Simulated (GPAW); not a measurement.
**A GW chain in GPAW: SiC (F-43m)**

How does a plane-wave GW calculation on SiC (F-43m) run from the first input to the gap?

Calculated with GPAW 26.7.0; PBE and many-body steps on it, plane waves.

**Experimental background.**

- Gap 2.39 eV: band gap at cryogenic temperature; bulk crystal (literature value) (quoted in “Silicon carbide diodes for neutron detection”, 2020, arxiv:2009.14696).

- Gap 2.4 eV: Tauc optical (indirect) gap of annealed polycrystalline 3C-SiC; UV-VIS spectroscopic ellipsometry, Tauc analysis; film (CVD ultrathin polycrystalline film, annealed, about 5 nm grains) (“On-Demand CMOS-Compatible Fabrication of Ultrathin Self-Aligned SiC Nanowire Arrays”, 2018, pmc:6267454).

### 1. Starting point

The structure is cubic, space group F-43m (No. 216). The conventional cell has a = 4.358 Å, b = 4.358 Å, c = 4.358 Å, α = 90.00°, β = 90.00°, γ = 90.00°. Nearest to Si lie 4 C at 1.89 Å. Nearest to C lie 4 Si at 1.89 Å. Farther neighbours are not listed.

Coordinates:

```cif
data_structure
_symmetry_space_group_name_H-M 'F-43m'
_symmetry_Int_Tables_number 216
_cell_length_a 4.3580
_cell_length_b 4.3580
_cell_length_c 4.3580
_cell_angle_alpha 90.000
_cell_angle_beta 90.000
_cell_angle_gamma 90.000
_cell_volume 82.77
loop_
_atom_site_label
_atom_site_type_symbol
_atom_site_symmetry_multiplicity
_atom_site_Wyckoff_symbol
_atom_site_fract_x
_atom_site_fract_y
_atom_site_fract_z
_atom_site_occupancy
Si1 Si 4 a 0.00000 0.00000 0.00000 1
C1 C 4 d 0.25000 0.25000 0.75000 1
```

The cell and positions come from the Crystallography Open Database and are kept as given unless a step says otherwise.

### 2. Ground state

This step: GPAW 26.7.0; DFT, PBE, plane waves, PAW.

The ground-state density comes first.

The input, run.py:

```python
import json
import numpy as np
from gpaw.mpi import world
from ase import Atoms
from gpaw import GPAW, PW, FermiDirac

atoms = Atoms(['Si', 'C'],
    cell=[[0.0000000000, 2.1790000000, 2.1790000000],
      [2.1790000000, 0.0000000000, 2.1790000000],
      [2.1790000000, 2.1790000000, 0.0000000000]],
    scaled_positions=[[0.0000000000, 0.0000000000, 0.0000000000],
      [0.2500000000, 0.2500000000, 0.2500000000]],
    pbc=(True, True, True))
calc = GPAW(mode=PW(600),
    xc='PBE',
    kpts={'size': (10, 10, 10), 'gamma': True},
    occupations=FermiDirac(0.001),
    nbands=-7,
    convergence={'density': 1e-6, 'bands': -3},
    maxiter=100,
    txt='gs.txt')
atoms.calc = calc
res = {'energy': atoms.get_potential_energy()}
kpts = calc.get_ibz_k_points()
res['kpts'] = kpts
res['eigenvalues'] = [calc.get_eigenvalues(kpt=k) for k in range(len(kpts))]
res['n_electrons'] = calc.get_number_of_electrons()
calc.write('gs.gpw')

if world.rank == 0:
    with open('result.json', 'w') as f:
        json.dump(res, f, default=lambda x: x.tolist())
```

On the command line:

```
$ mpirun -n 4 gpaw python run.py
```

Output:

```text
__  _  _
 | _ |_)|_||  |
 |__||  | ||/\| - 26.7.0

Input parameters:
  mode=PW(ecut=600.0),
  convergence={'density': 1e-06, 'bands': -3},
  kpts=MonkhorstPack(size=(10, 10, 10), gamma=True),
  maxiter=100,
  nbands=-7,
  occupations=Occupations(name='fermi-dirac', width=0.001, fixmagmom=False),
  xc=XC(name='PBE')
  [... matrices ...]
Diagonalizing LCAO Hamiltonian
Converting LCAO to pw mode

           C
       Si

Atoms  # Å, Bohr magnetons
|   | symbol |        x |        y |        z |    initial magnetic moments |
| 0 |     Si | 0.000000 | 0.000000 | 0.000000 | ( 0.0000,  0.0000,  0.0000) |
| 1 |      C | 1.089500 | 1.089500 | 1.089500 | ( 0.0000,  0.0000,  0.0000) |

Unit cell  # Å
| periodic |        x |        y |        z |  lengths |    angles |
|      yes | 0.000000 | 2.179000 | 2.179000 | 3.081571 | 60.000000 |
|      yes | 2.179000 | 0.000000 | 2.179000 | 3.081571 | 60.000000 |
|      yes | 2.179000 | 2.179000 | 0.000000 | 3.081571 | 60.000000 |

Number of symmetries: 24
Symmetry operations  # r_c * U_cc + t_c -> r_c
|    | kind |            matrix            |
|  0 |  E   |  1, 0, 0,  0, 1, 0,  0, 0, 1 |
|  1 |  σ   |  1, 0, 0,  0, 0, 1,  0, 1, 0 |
|  2 |  σ   |  1, 0,-1,  0, 1,-1,  0, 0,-1 |
|  3 |  C3  |  1, 0,-1,  0, 0,-1,  0, 1,-1 |
|  4 |  C3  |  1,-1, 0,  0,-1, 1,  0,-1, 0 |
|  5 |  σ   |  1,-1, 0,  0,-1, 0,  0,-1, 1 |
|  6 |  σ   |  0, 1, 0,  1, 0, 0,  0, 0, 1 |
|  7 |  C3  |  0, 1, 0,  0, 0, 1,  1, 0, 0 |
|  8 |  C2  |  0, 1,-1,  1, 0,-1,  0, 0,-1 |
|  9 |  S4  |  0, 1,-1,  0, 0,-1,  1, 0,-1 |
| 10 |  C3  |  0, 0, 1,  1, 0, 0,  0, 1, 0 |
| 11 |  σ   |  0, 0, 1,  0, 1, 0,  1, 0, 0 |
| 12 |  S4  |  0, 0,-1,  1, 0,-1,  0, 1,-1 |
| 13 |  C3  |  0, 0,-1,  0, 1,-1,  1, 0,-1 |
| 14 |  S4  |  0,-1, 1,  1,-1, 0,  0,-1, 0 |
| 15 |  C2  |  0,-1, 1,  0,-1, 0,  1,-1, 0 |
| 16 |  C3  |  0,-1, 0,  1,-1, 0,  0,-1, 1 |
| 17 |  S4  |  0,-1, 0,  0,-1, 1,  1,-1, 0 |
| 18 |  S4  | -1, 1, 0, -1, 0, 1, -1, 0, 0 |
| 19 |  C3  | -1, 1, 0, -1, 0, 0, -1, 0, 1 |
| 20 |  C3  | -1, 0, 1, -1, 1, 0, -1, 0, 0 |
| 21 |  S4  | -1, 0, 1, -1, 0, 0, -1, 1, 0 |
| 22 |  σ   | -1, 0, 0, -1, 1, 0, -1, 0, 1 |
| 23 |  C2  | -1, 0, 0, -1, 0, 1, -1, 1, 0 |

BZ-sampling:
  Number of BZ points: 1000
  Number of IBZ points: 47

  Monkhorst-Pack size: [10, 10, 10]
  Monkhorst-Pack shift: [0.05, 0.05, 0.05]

K-points  # in reciprocal-cell coordinates
|     |                                coordinates |     weight |
|   0 | (  0.00000000,   0.00000000,   0.00000000) | 0.00100000 |
|   1 | (  0.10000000,   0.10000000,   0.00000000) | 0.00600000 |
|   2 | (  0.10000000,   0.10000000,   0.10000000) | 0.00800000 |
|   3 | (  0.20000000,   0.10000000,   0.10000000) | 0.01200000 |
|   4 | (  0.20000000,   0.20000000,   0.00000000) | 0.00600000 |
|   5 | (  0.20000000,   0.20000000,   0.10000000) | 0.02400000 |
|   6 | (  0.20000000,   0.20000000,   0.20000000) | 0.00800000 |
|   7 | (  0.30000000,   0.20000000,   0.10000000) | 0.02400000 |
|   8 | (  0.30000000,   0.20000000,   0.20000000) | 0.02400000 |
|   9 | (  0.30000000,   0.30000000,   0.00000000) | 0.00600000 |
| ... |                                            |            |
|  46 | (  0.50000000,   0.50000000,   0.50000000) | 0.00400000 |

Plane wave coefficients: 701
Cutoff: 600.0 eV

Spin-components: 1 (collinear spins)
Bands:           11
Projectors:      10
Spin-degeneracy: 2
Datatype:        complex128

  Storage: CPU
  Wave functions: 5_798_672 bytes (1_449_668 per core)
  Projectors: 11_070_192 bytes (2_767_548 per core)
  [... matrices ...]
Parallelization:
  kpt:    4
  domain: 1
  band:   1

Density:
  Valence electrons: 8.0
  Components: 1
  Grid points: [18 18 18]
  Charge: 0.0  # |e|

Potential:
  Grid points: [18 18 18]

species:
  Si:
    name:    Silicon
    Z:       14.0
    valence: 4
    core:    10
    charge:  0.0  # [|e|]
    compensation charges:
      type: gauss
      rc: 0.33  # [Å]
      lmax: 2
    cutoffs:
      filter: 1.86  # [Å]
      core: 2.06  # [Å]
    projectors
    | kind |    occ | energy [eV] | rcut [Å] |
    |   3s |  2.000 |     -10.812 |    1.058 |
    |   3p |  2.000 |      -4.081 |    1.058 |
    |    s |        |      16.399 |    1.058 |
    |    p |        |      23.130 |    1.058 |
    |    d |        |       0.000 |    1.058 |

    Using partial waves for Si as LCAO basis

  C:
    name:    Carbon
    Z:       6.0
    valence: 4
    core:    2
    charge:  0.0  # [|e|]
    compensation charges:
      type: gauss
      rc: 0.20  # [Å]
      lmax: 2
    cutoffs:
      filter: 1.14  # [Å]
      core: 1.14  # [Å]
    projectors
    | kind |    occ | energy [eV] | rcut [Å] |
    |   2s |  2.000 |     -13.751 |    0.635 |
    |   2p |  2.000 |      -5.284 |    0.635 |
    |    s |        |      13.461 |    0.635 |
    |    p |        |      21.927 |    0.635 |
    |    d |        |       0.000 |    0.635 |

    Using partial waves for C as LCAO basis

Reference energy: -8913.972366  # eV

eigensolver:
  PPCG
  Converge bands: -3
  niter=2

density mixing:
  MSR1-Mixer
  Pratt-step length: 0.05
  Maximum mixing coefficient: 0.75
  Old densities: 10
  SVD Regularization: 0.005
  Good broyden scale: 1.0
  Trust region scale: 1.0
  Backstep threshold: 4.0
  History deletion threshold: 6.0
  Fourier metric: weight=20.0, sigma=0.015

occupation numbers:
  Fermi-Dirac:
    width: 0.0010  # eV

poisson solver:
  ecut: 4800.0  # eV

xc functional:
  name: PBE with 2 nearest neighbor stencil

Initialization done in: 1.102 s

convergence criteria:
- Maximum integral of absolute [dens]ity change: 1e-06 electrons / valence electron
- Maximum [total energy] change in last 3 cyles: 0.0005 eV / valence electron
- Maximum integral of absolute [eigenst]ate change: 4e-08 eV^2 / valence electron
maximum number of iterations: 100

SCF iterations
|iter     |     time |      energy | eigst |  dens |
|iter:   1|  |  -16.588619 | +1.16 |       |
|iter:   2|  |  -16.212925 | +0.12 | -0.56 |
|iter:   3|  |  -14.962644 | -0.58 | -0.61 |
|iter:   4|  |  -14.968317 | -2.60 | -1.32 |
|iter:   5|  |  -14.971631 | -3.14 | -1.69 |
|iter:   6|  |  -14.971697c| -4.97 | -2.68 |
|iter:   7|  |  -14.971703c| -6.01 | -3.26 |
|iter:   8|  |  -14.971703c| -7.72c| -4.13 |
|iter:   9|  |  -14.971703c| -8.06c| -5.08 |
|iter:  10|  |  -14.971703c| -8.94c| -5.69 |
|iter:  11|  |  -14.971703c| -9.66c| -6.71c|

Converged in 11 steps
SCF loop duration: 2.649 s (0.241 s/step)
Energy contributions relative to reference atoms: (reference = -8913.972366)
  [... matrices ...]
Energy contributions:
  Kinetic:          16.272613
  Coulomb:         -13.702728
  Zero:             -0.018151
  External:          0.000000
  Xc:              -17.523438
  Entropy:          -0.000000
  Spinorbit:         0.000000
  ----------------------------
  Free energy:     -14.971703
  Extrapolated:    -14.971703

dipole moment: (-10.763622, -10.763622, -10.763622)  # |e|*Ang

Fermi level: 9.457
Eigenvalues  # (at kpt = [0.000, 0.000, 0.000])
| band index |      eig [eV] | occ [0-2] |
|          0 |        -7.165 |     2.000 |
|          1 |         8.249 |     2.000 |
|          2 |         8.249 |     2.000 |
|          3 |         8.249 |     2.000 |
|          4 |        14.510 |     0.000 |
|          5 |        15.550 |     0.000 |
|          6 |        15.550 |     0.000 |
|          7 |        15.550 |     0.000 |
|          8 |        22.762 |     0.000 |
|          9 |        22.762 |     0.000 |
|         10 |        24.741 |     0.000 |

Gap: 1.350 eV
Transition (v -> c):
  (s=0, k=0, n=3, [0.00, 0.00, 0.00]) -> (s=0, k=41, n=4, [0.50, 0.50, 0.00])
Direct/indirect transitions are different
Direct gap: 4.543 eV
Transition at: (s=0, k=41, n=3, [0.50, 0.50, 0.00])
# Writing to gs.gpw (mode='')
  [... matrices ...]
```

It took 5.8 s on 4 MPI ranks of Arm Neoverse V1, shared host; peak memory 0.58 GiB; 23 s of CPU time.

This step gave:

| Property | Result |
| --- | --- |
| total energy | -14.97 eV |
| gap | 1.350 eV |
| k of the valence top | 0, 0, 0 |
| k of the conduction bottom | 0.5, 0.5, 0 |
| least direct gap | 4.543 eV |

The gap is indirect, with the least direct gap 3.19 eV higher.

### 3. Bands along the symmetry lines

The cheap functional maps the bands first; the places of the edges decide which points the dearer methods must see.

The input, run.py:

```python
import json
import numpy as np
from gpaw.mpi import world
from gpaw import GPAW

path = [[0.000000, 0.000000, 0.000000],
    [-0.062500, -0.062500, 0.000000],
    [-0.125000, -0.125000, 0.000000],
    [-0.187500, -0.187500, 0.000000],
    [-0.250000, -0.250000, 0.000000],
    [-0.312500, -0.312500, 0.000000],
    [-0.375000, -0.375000, 0.000000],
    [-0.437500, -0.437500, 0.000000],
    [-0.500000, -0.500000, 0.000000],
    [-0.484375, -0.484375, 0.031250],
    [-0.468750, -0.468750, 0.062500],
    [-0.453125, -0.453125, 0.093750],
    [-0.437500, -0.437500, 0.125000],
    [-0.421875, -0.421875, 0.156250],
    [-0.406250, -0.406250, 0.187500],
    [-0.390625, -0.390625, 0.218750],
    [-0.375000, -0.375000, 0.250000],
    [-0.375000, 0.000000, 0.375000],
    [-0.328125, 0.000000, 0.328125],
    [-0.281250, 0.000000, 0.281250],
    [-0.234375, 0.000000, 0.234375],
    [-0.187500, 0.000000, 0.187500],
    [-0.140625, 0.000000, 0.140625],
    [-0.093750, 0.000000, 0.093750],
    [-0.046875, 0.000000, 0.046875],
    [0.000000, 0.000000, 0.000000],
    [0.000000, 0.000000, 0.062500],
    [0.000000, 0.000000, 0.125000],
    [0.000000, 0.000000, 0.187500],
    [0.000000, 0.000000, 0.250000],
    [0.000000, 0.000000, 0.312500],
    [0.000000, 0.000000, 0.375000],
    [0.000000, 0.000000, 0.437500],
    [0.000000, 0.000000, 0.500000],
    [-0.062500, -0.031250, 0.468750],
    [-0.125000, -0.062500, 0.437500],
    [-0.187500, -0.093750, 0.406250],
    [-0.250000, -0.125000, 0.375000],
    [-0.312500, -0.156250, 0.343750],
    [-0.375000, -0.187500, 0.312500],
    [-0.437500, -0.218750, 0.281250],
    [-0.500000, -0.250000, 0.250000],
    [-0.500000, -0.281250, 0.218750],
    [-0.500000, -0.312500, 0.187500],
    [-0.500000, -0.343750, 0.156250],
    [-0.500000, -0.375000, 0.125000],
    [-0.500000, -0.406250, 0.093750],
    [-0.500000, -0.437500, 0.062500],
    [-0.500000, -0.468750, 0.031250],
    [-0.500000, -0.500000, 0.000000]]
calc = GPAW('gs.gpw').fixed_density(kpts=path,
    symmetry='off',
    nbands=14,
    convergence={'bands': 10},
    txt='bands.txt')
res = {}
kpts = calc.get_ibz_k_points()
res['kpts'] = kpts
res['eigenvalues'] = [calc.get_eigenvalues(kpt=k) for k in range(len(kpts))]
res['n_electrons'] = calc.get_number_of_electrons()

if world.rank == 0:
    with open('result.json', 'w') as f:
        json.dump(res, f, default=lambda x: x.tolist())
```

On the command line:

```
$ mpirun -n 4 gpaw python run.py
```

Output:

```text
Diagonalizing LCAO Hamiltonian
Converting LCAO to pw mode
convergence criteria:
- Maximum integral of absolute [eigenst]ate change: 4e-08 eV^2 / valence electron
maximum number of iterations: 100

SCF iterations
|iter     |     time |      energy | eigst |  dens |
|iter:   1|  |             | +2.15 |       |
|iter:   2|  |             | +1.11 |       |
|iter:   3|  |             | -0.10 |       |
|iter:   4|  |             | -1.64 |       |
|iter:   5|  |             | -3.26 |       |
|iter:   6|  |             | -4.76 |       |
|iter:   7|  |             | -6.32 |       |
|iter:   8|  |             | -7.67c|       |
SCF steps: 8
  __  _  _
 | _ |_)|_||  |
 |__||  | ||/\| - 26.7.0

Input parameters:
  mode=PW(ecut=600.0),
  convergence={'bands': 10},
  gpts=array([18, 18, 18]),
  kpts=KPoints(kpts=array([[ 0.      ,  0.      ,  0.      ],
         [-0.0625  , -0.0625  ,  0.      ],
         [-0.125   , -0.125   ,  0.      ],
         [-0.1875  , -0.1875  ,  0.      ],
[...]
[-0.484375, -0.484375,  0.03125 ],
[...]
[-0.453125, -0.453125,  0.09375 ],
[...]
[-0.421875, -0.421875,  0.15625 ],
[...]
[-0.390625, -0.390625,  0.21875 ],
[...]
[-0.328125,  0.      ,  0.328125],
[...]
[-0.234375,  0.      ,  0.234375],
[...]
[-0.140625,  0.      ,  0.140625],
[...]
[-0.046875,  0.      ,  0.046875],
         [ 0.      ,  0.      ,  0.      ],
         [ 0.      ,  0.      ,  0.0625  ],
         [ 0.      ,  0.      ,  0.125   ],
[...]
[ 0.      ,  0.      ,  0.4375  ],
         [ 0.      ,  0.      ,  0.5     ],
[...]
[-0.5     , -0.4375  ,  0.0625  ],
         [-0.5     , -0.46875 ,  0.03125 ],
         [-0.5     , -0.5     ,  0.      ]])),
  maxiter=100,
  nbands=14,
  occupations=Occupations(name='fermi-dirac', width=0.001, fixmagmom=False),
  parallel={},
  symmetry=Symmetry(point_group=False, time_reversal=False),
  xc=XC(name='PBE')
```

It took 5.4 s on 4 MPI ranks; peak memory 0.6 GiB.

Numbers from this step:

| Quantity | Value |
| --- | --- |
| gap | 1.350 eV |
| k of the valence top | 0, 0, 0 |
| k of the conduction bottom | -0.5, -0.5, 0 |
| least direct gap | 4.543 eV |

The gap is 1.350 eV, as in the run before at this level.

The electronic bands at the labelled points (eV, zero at the top of the highest filled band; v1 is the highest filled band, c1 the lowest empty one):

```tsv
point	v4	v3	v2	v1	c1	c2	c3	c4
Γ	-15.41	0.00	0.00	0.00	6.26	7.30	7.30	7.30
halfway	-13.82	-3.35	-1.94	-1.94	4.05	6.34	10.59	10.59
X	-10.39	-7.80	-3.19	-3.19	1.35	4.31	14.03	14.03
halfway	-10.34	-7.64	-4.23	-3.04	2.09	5.30	13.35	13.57
U	-10.39	-7.28	-5.55	-2.60	3.10	7.77	11.85	12.47
jump to K	-10.39	-7.28	-5.55	-2.60	3.10	7.77	11.85	12.47
halfway	-13.64	-4.48	-2.93	-0.54	6.77	7.85	8.25	9.07
Γ	-15.41	0.00	0.00	0.00	6.26	7.30	7.30	7.30
halfway	-14.22	-4.30	-0.61	-0.61	5.99	7.90	7.90	9.38
L	-11.84	-8.55	-1.05	-1.05	5.43	7.22	7.22	10.08
halfway	-11.20	-7.84	-3.71	-2.26	5.24	7.28	10.16	11.01
W	-10.16	-7.03	-5.00	-4.70	5.21	9.45	9.47	9.77
halfway	-10.28	-7.49	-4.07	-4.05	3.05	6.00	11.96	13.34
X	-10.39	-7.80	-3.19	-3.19	1.35	4.31	14.03	14.03
```

The electronic bands as a text plot (rows in eV, shown from -8.0 to 7.4 only):

```
    7.0 |+++++           +      ++++++++        +++++++
    6.4 |++++ ++                     +++++++
    5.8 |       ++      +     ++            ++++++++++       +
    5.1 |    +    +    +    ++                        ++++++  +
    4.5 |          ++++                                     +  ++
    3.8 |     ++           +
    3.2 |       ++        +                                  +
    2.6 |               ++                                    +
    1.9 |         +    +                                       +
    1.3 |          ++++                                         +
    0.6 |
    0.0 |**                      **********
   -0.6 |  **                   *  ***  *  *****
   -1.3 |  ***              ****         **     *****
   -1.9 |    ***           *     ****               **
   -2.6 |       ***      **                *         **
   -3.2 |     **   ******       ***                    *       **
   -3.8 |                     **                      * *    **
   -4.5 |       **     **       *           *          * ****
   -5.1 |                *  **                          ****
   -5.8 |         *       **  **             **
   -6.4 |                   **
   -7.0 |          **     **                   *        *****
   -7.7 |            *****                            **     ****
         Γ           X  U|K            Γ         L        W     X
```

### 4. Empty states on the mesh, 6×6×6 mesh, 96 bands

The sums over transitions need many empty states on a uniform mesh; this step solves for them.

The input, run.py:

```python
import json
import numpy as np
from gpaw.mpi import world
from gpaw import GPAW

calc = GPAW('gs.gpw').fixed_density(kpts={'size': (6, 6, 6), 'gamma': True},
    parallel={'domain': 1, 'band': 1},
    txt='nscf.txt')
calc.diagonalize_full_hamiltonian(nbands=96)
calc.write('full.gpw', mode='all')
res = {}
kpts = calc.get_ibz_k_points()
res['kpts'] = kpts
res['eigenvalues'] = [calc.get_eigenvalues(kpt=k) for k in range(len(kpts))]
res['n_electrons'] = calc.get_number_of_electrons()

if world.rank == 0:
    with open('result.json', 'w') as f:
        json.dump(res, f, default=lambda x: x.tolist())
```

On the command line:

```
$ mpirun -n 4 gpaw python run.py
```

Output:

```text
Diagonalizing LCAO Hamiltonian
Converting LCAO to pw mode
convergence criteria:
- Maximum integral of absolute [eigenst]ate change: 4e-08 eV^2 / valence electron
maximum number of iterations: 100

SCF iterations
|iter     |     time |      energy | eigst |  dens |
|iter:   1|  |             | +1.32 |       |
|iter:   2|  |             | +0.24 |       |
|iter:   3|  |             | -1.72 |       |
|iter:   4|  |             | -3.44 |       |
|iter:   5|  |             | -4.98 |       |
|iter:   6|  |             | -6.40 |       |
|iter:   7|  |             | -7.57c|       |
SCF steps: 7
  __  _  _
 | _ |_)|_||  |
 |__||  | ||/\| - 26.7.0

Input parameters:
  mode=PW(ecut=600.0),
  convergence={'density': 1e-06, 'bands': -3},
  gpts=array([18, 18, 18]),
  kpts=MonkhorstPack(size=(6, 6, 6), gamma=True),
  maxiter=100,
  nbands=11,
  occupations=Occupations(name='fermi-dirac', width=0.001, fixmagmom=False),
  parallel={'domain': 1, 'band': 1},
  xc=XC(name='PBE')
Matrix size: 701x701
# Writing to full.gpw (mode='all')
  [... matrices ...]

timing:  # [seconds]
  Total: 2.361  # ━━━━━━━━━━━━━━━━━━━━━━━━━━━━━━━━━━━━━━━━━━━━━━━━━━━━━━━━━━━
```

The job ended after 6 s (4 MPI ranks; peak memory 0.7 GiB; 24 s of CPU time).

Numbers from this step:

- gap: 1.350 eV
- k of the valence top: 0, 0, 0
- k of the conduction bottom: 0.5, 0.5, 0
- least direct gap: 4.543 eV
- k points computed: 16
- lowest point of the top converged band, above the valence top: 138.8941 eV

On this mesh the gap is 1.350 eV.

(Part 1 of 2 ends here.)

[Paths, hosts, dates, memory and timing lines, banners, echoed tables and standing remarks are left out of the program output.]

[Logs are printed without paths, hosts, clocks, repeated set-up lines and the standing remarks that a program may print on its own settings, such as how far it seeks lower states.]

[Runs of the session that timed out or met a known fault of the program may be left out.]

[Hosts, paths, dates, database ids (printed as entryN), source tags and the programs' standing remarks are cut or masked in the printed files.]
